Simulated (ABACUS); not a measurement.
# Al (Fm-3m) in ABACUS: a series of runs, part 2 of 2

ABACUS 3.10.1. Earlier steps stand in the parts before.

## (3) Equation of state, LDA, 15.61 Å³/atom (volume scaled by 0.94)

Input file INPUT:

```
INPUT_PARAMETERS
suffix              Al
calculation         scf
basis_type          pw
pseudo_dir          ./
latname             fcc
symmetry            1
dft_functional      pz
ecutwfc             40
pseudo_rcut         10
nspin               1
nbands              6
ks_solver           dav
smearing_method     fd
smearing_sigma      0.00367493
scf_thr             1e-08
scf_nmax            100
mixing_type         broyden
mixing_beta         0.7
cal_force           1
cal_stress          1
ecutrho             320
kpar                4
```

Input file STRU:

```
ATOMIC_SPECIES
Al 26.9815 al_lda_v1.uspp.F.UPF

LATTICE_CONSTANT
7.4964333688

ATOMIC_POSITIONS
Direct

Al
0.0
1
0.0000000000 0.0000000000 0.0000000000 1 1 1
```

Input file KPT:

```
K_POINTS
0
Gamma
9 9 9 0 0 0
```

Potentials or basis: GBRV ultrasoft 1.5 LDA, plane waves.

On the command line:

```sh
OMP_NUM_THREADS=1 mpirun -np 4 abacus > log
```

running log:

```text
ABACUS v3.10.1

               Atomic-orbital Based Ab-initio Computation at UStc

 ------------------------------------------------------------------------------------

 READING GENERAL INFORMATION
                           global_out_dir = OUT.Al/
                           global_in_card = INPUT
                               pseudo_dir = ./
                              orbital_dir =
                                    DSIZE = 4
                                    GSIZE = 1

 READING UNITCELL INFORMATION
                                    ntype = 1
                  lattice constant (Bohr) = 7.49643
              lattice constant (Angstrom) = 3.96694

 READING ATOM TYPE 1
                               atom label = Al
                      L=0, number of zeta = 1
                      L=1, number of zeta = 1
                      L=2, number of zeta = 1
             number of atom for this type = 1

                        TOTAL ATOM NUMBER = 1
DIRECT COORDINATES
    atom                   x                   y                   z     mag                  vx                  vy                  vz
taud_Al1            0.0000000000        0.0000000000        0.0000000000  0.0000        0.0000000000        0.0000000000        0.0000000000

                          Volume (Bohr^3) = 105.318
                             Volume (A^3) = 15.6066

 Lattice vectors: (Cartesian coordinate: in unit of a_0)
                 -0.5                  +0                +0.5
[... 268 lines left out ...]
 E_band         0.8162549935         11.1057189323
 E_one_elec     3.1140901572         42.3693702242
 E_Hartree      0.0089220239         0.1213903621
 E_xc           -4.2602102588        -57.9631341980
 E_Ewald        -5.5044521357        -74.8919134138
 E_entropy(-TS) -0.0004178256        -0.0056848087
 E_descf        0.0000000000         0.0000000000
 E_exx          0.0000000000         0.0000000000
 E_Fermi        0.6057362073         8.2414639038
----------------------------------------------------------

 charge density convergence is achieved
 final etot is -90.369971834 eV
 EFERMI = 8.2414639038 eV

 STATE ENERGY(eV) AND OCCUPATIONS    NSPIN == 1
 1/9 kpoint (Cartesian) = 0.0000 0.0000 0.0000 (459 pws)
       1       -3.26021     0.00274348
       2        21.1502        0.00000
       3        21.1502        0.00000
       4        21.1502        0.00000
       5        22.6675        0.00000
       6        22.6675        0.00000
[... 33 lines left out ...]
 6/9 kpoint (Cartesian) = 0.0000 0.0000 0.22222 (459 pws)
       1       -2.79717      0.0164609
       2        18.7499        0.00000
       3        18.7499        0.00000
       4        19.0089        0.00000
       5        21.7300        0.00000
       6        23.9625        0.00000

[... levels at 3 further k points ...]

------------------------------------------------------------------------------------------
 TOTAL-FORCE (eV/Angstrom)
------------------------------------------------------------------------------------------
                       Al1         0.0000000000         0.0000000000         0.0000000000
------------------------------------------------------------------------------------------

----------------------------------------------------------------
 TOTAL-STRESS (KBAR)
----------------------------------------------------------------
        14.8080836379         0.0000000000        -0.0000000000
         0.0000000000        14.8080836379         0.0000000000
         0.0000000000         0.0000000000        14.8080836379
----------------------------------------------------------------
 TOTAL-PRESSURE: 14.808084 KBAR

 --------------------------------------------
 !FINAL_ETOT_IS -90.3699718341953258 eV
 --------------------------------------------
```

It took 1.3 s on 4 MPI ranks of Intel Xeon Platinum 8488C (Sapphire Rapids), shared host; peak memory 0.36 GiB.

Results:

| Quantity | Value |
| --- | --- |
| Free energy | -90.3700 eV |
| Pressure | 1.5 GPa |
| Band gap on the k mesh | none (metal or under the smearing width) |

## (4) Equation of state, LDA, 16.27 Å³/atom (volume scaled by 0.98)

INPUT is that of step 3.

STRU, as its differences from that of step 3:

```diff
@@ -4,3 +4,3 @@
 LATTICE_CONSTANT
-7.4964333688
+7.6012921712
```

KPT is that of step 3.

On the command line:

```sh
OMP_NUM_THREADS=1 mpirun -np 4 abacus > log
```

Run time: 1.4 s. Hardware: 4 MPI ranks of Intel Xeon Platinum 8488C (Sapphire Rapids), shared host; peak memory 0.36 GiB.

It converged, with:

```
Free energy            : -90.3687 eV
Pressure               : -2.0 GPa
Band gap on the k mesh : none (metal or under the smearing width)
```

## (5) Equation of state, LDA, 16.93 Å³/atom (volume scaled by 1.02)

INPUT is that of step 4.

STRU, as its differences from that of step 4:

```diff
@@ -4,3 +4,3 @@
 LATTICE_CONSTANT
-7.6012921712
+7.7033351150
```

KPT is that of step 4.

On the command line:

```sh
OMP_NUM_THREADS=1 mpirun -np 4 abacus > log
```

Wall time 1.5 s (4 MPI ranks of Intel Xeon Platinum 8488C (Sapphire Rapids), shared host); peak memory 0.36 GiB.

The run converged. Its results:

```
Free energy            : -90.3545 eV
Pressure               : -4.8 GPa
Band gap on the k mesh : none (metal or under the smearing width)
```

## (6) Equation of state, LDA, 17.60 Å³/atom (volume scaled by 1.06)

INPUT is that of step 5.

STRU, as its differences from that of step 5:

```diff
@@ -4,3 +4,3 @@
 LATTICE_CONSTANT
-7.7033351150
+7.8027439518
```

KPT is that of step 5.

Potentials or basis: GBRV ultrasoft 1.5 LDA, plane waves.

On the command line:

```sh
OMP_NUM_THREADS=1 mpirun -np 4 abacus > log
```

It took 1.4 s on 4 MPI ranks of Intel Xeon Platinum 8488C (Sapphire Rapids), shared host; peak memory 0.36 GiB.

The run converged. Its results:

```yaml
Free_energy: -90.3299 eV
Pressure: -7.0 GPa
Band_gap_on_the_k_mesh: none (metal or under the smearing width)
```

## (7) Equation of state, LDA

Potentials or basis: GBRV ultrasoft 1.5 LDA, plane waves.

This step only gathers the single runs of the series.

Results:

| Property | Result |
| --- | --- |
| Equilibrium volume | 15.88 Å³/atom |
| Bulk modulus | 85 GPa |
| Pressure derivative of the bulk modulus | 4.4 (rough: it moves with the points fitted) |

Energy against volume, from the lowest point:
| volume (Å³/atom) | energy (meV/atom) |
| --- | --- |
| 15.607 | 0.00 |
| 16.271 | 1.26 |
| 16.935 | 15.48 |
| 17.599 | 40.05 |

## (8) Against experiment

Step 7. A measured bulk modulus of Al is 76.9 GPa (quoted in “The interpretation of polycrystalline coherent inelastic neutron scattering from aluminium”, 2013, pmc:3831299); the calculated 85 GPa misses it by +10.6 %. The fit is for a static lattice scaled at fixed shape and fixed fractional positions. The cell as given is a measured one (16.60 Å³/atom); LDA puts the equilibrium volume -4.4 % from it, thermal expansion not counted.
